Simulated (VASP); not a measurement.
A run of VASP 6.6.1 is set up as follows.

The input INCAR:

```
SYSTEM = CsPbCl3
  PREC = Accurate
  ENCUT = 600
  EDIFF = 1E-6
  ISMEAR = 0
  SIGMA = 0.03
  LREAL = .FALSE.
  LASPH = .TRUE.
  NELM = 80
  ALGO = Normal
  ISIF = 3
  LWAVE = .FALSE.
  LCHARG = .FALSE.
  GGA = PS
  IBRION = 2
  NSW = 90
  EDIFFG = -0.01
  KPAR = 4
```

File KPOINTS:

```
regular mesh
0
G
  6 6 6
  0 0 0
```

POSCAR

```
CsPbCl3
1.0
    5.6050000000      0.0000000000      0.0000000000
    0.0000000000      5.6050000000      0.0000000000
    0.0000000000      0.0000000000      5.6050000000
Cs Pb Cl
1 1 3
Direct
    0.0000000000      0.0000000000      0.0000000000
    0.5000000000      0.5000000000      0.5000000000
    0.5000000000      0.5000000000      0.0000000000
    0.0000000000      0.5000000000      0.5000000000
    0.5000000000      0.0000000000      0.5000000000
```

Potentials or basis: VASP PAW PBE potentials, release 64 (Cs_sv, Pb_d, Cl).

Run with:

```bash
$ cat potpaw_PBE.64/Cs_sv/POTCAR potpaw_PBE.64/Pb_d/POTCAR potpaw_PBE.64/Cl/POTCAR > POTCAR
$ mpirun -np 4 vasp_std > vasp.out
```

Q: What does it give for the space group after relaxing (to 0.05 Å)?

A: Pm-3m (No. 221).

Q: Estimate the band gap on the k mesh.

A: 1.83 eV, direct.

Q: Estimate the relaxed volume.

A: 35.43 Å³/atom.

The path:
| step | energy change (eV) | largest force (eV/Å) | pressure (GPa) | volume (Å³) |
| --- | --- | --- | --- | --- |
| 1 | 0.0000 | 0.0000 | 0.19 | 176.09 |
| 2 | -0.0008 | 0.0000 | 0.04 | 177.13 |

Caveat: the PAW data sets were made with another functional, which shifts forces and pressure a little; spin-orbit coupling is left out, which as a rule narrows the gap of such compounds by several tenths of an eV. A k mesh can miss the band edges.
